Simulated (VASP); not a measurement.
## Te: relaxation of the atoms with PBE+D3(BJ)

Te, a slab with vacuum:

```xyz
6
Lattice="4.3110 0.0000 0.0000 0.0000 5.9737 0.0000 0.0000 0.0000 20.8638" Properties=species:S:1:pos:R:3 pbc="T T T"
Te    2.7705    0.0000    7.5000
Te    0.9255    1.9912    8.5652
Te    2.7705    3.9825    9.6304
Te    0.6150    0.0000   11.2335
Te    3.0811    1.9912   12.2986
Te    0.6150    3.9825   13.3638
```

The slab is cut from a database's or a generator's crystal, which needn't be the stable form of the element.

```
Program                : VASP 6.6.1
Task                   : relaxation of the atoms
Functional             : PBE
Dispersion             : D3(BJ)
Potentials or basis    : VASP PAW PBE potentials, release 64 (Te)
Cutoff                 : 520 eV
k mesh                 : 6 × 5 × 1
Occupations            : gaussian, width 0.03 eV
Spin                   : no spin polarisation
Dipole correction      : yes
Further INCAR settings : ALGO = Normal; EDIFF = 1e-06; IBRION = 2; EDIFFG = -0.02; NSW = 80
```

The energy gained by relaxing is 11.6 meV/atom, the ionic steps are 10 and the largest force after relaxing is 0.020 eV/Å. The band gap on the k mesh is 0.93 eV, indirect (least direct gap 1.04 eV) and the dispersion energy per atom is -0.313 eV.

Forces on the atoms (eV/Å):
```
Te   0.005 -0.007 -0.003
Te   0.011 -0.015  0.003
Te  -0.016 -0.012  0.002
Te  -0.016  0.012 -0.002
Te   0.011  0.015 -0.003
Te   0.005  0.007  0.003
```

The path:
```csv
step,energy change (eV),largest force (eV/Å),pressure (GPa)
1,0.0000,0.5021,-0.64
2,-0.0345,0.3539,-0.53
3,-0.0652,0.1071,-0.27
4,-0.0653,0.1123,-0.26
5,-0.0670,0.0699,-0.27
6,-0.0677,0.0691,-0.31
7,-0.0681,0.0482,-0.29
8,-0.0688,0.0316,-0.31
9,-0.0692,0.0257,-0.33
10,-0.0694,0.0198,-0.33
```

Final structure:
```xyz
6
Lattice="4.3110 0.0000 0.0000 0.0000 5.9737 0.0000 0.0000 0.0000 20.8638" Properties=species:S:1:pos:R:3 pbc="T T T"
Te    2.7470    5.9358    7.5712
Te    0.9143    1.9722    8.5390
Te    2.8052    3.9463    9.5864
Te    0.6497    0.0362   11.2774
Te    3.0698    2.0103   12.3248
Te    0.5915    4.0205   13.2926
```

Levels at points of the mesh, in eV from the valence-band top:
| k point | band 15 | band 16 | band 17 | band 18 | band 19 | band 20 | band 21 | band 22 |
| --- | --- | --- | --- | --- | --- | --- | --- | --- |
| (0.00, 0.00, 0.00) | -0.87 | -0.36 | -0.18 | -0.17 | 1.11 | 1.14 | 1.18 | 1.39 |
| (0.50, 0.00, 0.00) | -1.53 | -1.53 | -0.96 | -0.96 | 1.57 | 1.57 | 2.06 | 2.06 |

It took 7.6 min on 2 MPI ranks on Intel(R) Xeon(R) Platinum 8488C (Sapphire Rapids), with other jobs on the host, peak memory 0.63 GiB a rank.

Caveat: spin-orbit coupling is left out, which moves the levels of the heavy elements. A hybrid or GW would open this gap; PBE tends to underestimate it.
